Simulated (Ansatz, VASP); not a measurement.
PtSe2 (Sudovikovite): VASP beside Ansatz

```xyz
3
Lattice="3.7240 0.0000 0.0000 -1.8620 3.2251 0.0000 0.0000 0.0000 5.0620" Properties=species:S:1:pos:R:3 pbc="T T T"
Pt    0.0000    0.0000    0.0000
Se    0.0000    2.1501    1.2655
Se    1.8620    1.0750    3.7965
```

Alike in both runs: task single point; functional LDA; k mesh 9 × 9 × 6; occupations gaussian, width 0.05 eV; no spin polarisation.

|  | VASP | Ansatz |
| --- | --- | --- |
| version | VASP 6.6.1 | Ansatz 0.2.0 |
| potentials or method | VASP PAW LDA potentials, release 64 (Pt, Se) | plane waves, PAW |
| plane-wave cutoff (eV) | 520 | 420 |
| valence electrons in the cell | 22 | 50 |

|  | VASP | Ansatz | Ansatz less VASP |
| --- | --- | --- | --- |
| pressure (GPa) | -0.1 | -0.5 | -0.41 |
| largest component of the traceless stress (GPa) | 0.84 | 0.71 | -0.128 |
| rms of the force components (eV/Å) | 0.106 | 0.083 | -0.0230 |

Atom by atom the forces differ by 0.023 eV/Å (rms over components). The two sets of potentials don't hold the same shells in valence.

Spin-orbit coupling is left out, which matters for the levels of Pt.
